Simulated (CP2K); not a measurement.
# CuI (Marshite) in CP2K: the effect of Hubbard term

CuI (Marshite):

```
CELL_PARAMETERS angstrom
4.28719 0.00000 0.00000
2.14359 3.71281 0.00000
2.14359 1.23760 3.50047
ATOMIC_POSITIONS crystal
I 0.00000 0.00000 0.00000
Cu 0.75000 0.75000 0.75000
```

Alike in all runs:

| Property | Result |
| --- | --- |
| Program | CP2K 2026.2 |
| Task | projected density of states |
| Functional | PBE |
| Potentials or basis | GTH_POTENTIALS I GTH-PBE-q7, Cu GTH-PBE-q11; DZVP-MOLOPT-SR-GTH basis |
| Density cutoff | 6123 eV |
| k mesh | 6 × 6 × 6 |
| Occupations | fermi-dirac, width 0.05 eV |
| Spin | no spin polarisation |
| SCF solver | diagonalisation with k points |
| Quickstep method | GPW |
| EPS_DEFAULT | 1.0E-10 |
| EPS_SCF | 1.0E-6 |
| MAX_SCF | 100 |
| SCF_GUESS | ATOMIC |
| k points reduced by the point group | yes |
| Mesh centred on Gamma | yes |

```tsv
Hubbard term	gap on the mesh (eV)
none	1.16
Cu d U = 2.0 eV	?
Cu d U = 4.0 eV	2.33
Cu d U = 6.0 eV	2.70
Cu d U = 8.0 eV	2.95
```

Question: What does the run with Hubbard term Cu d U = 2.0 eV give?

Answer: gap on the mesh 1.80 eV.

Worked out: A parabola through the other rows of the gap on the mesh, of slope 0.291 eV per eV there, gives 1.81 eV, against the run's 1.80.

Caveats: spin-orbit coupling is left out, which moves the levels of the heavy elements; the basis of atomic orbitals isn't converged, which shifts pressures, moduli and gaps; the U term came out negative, which shows unphysical Mulliken occupations (some runs); this program's U acts on Mulliken populations of all basis functions of the shell, so it isn't the U of plane-wave codes (some runs); energies scatter by some meV and the pressure isn't listed (some runs).

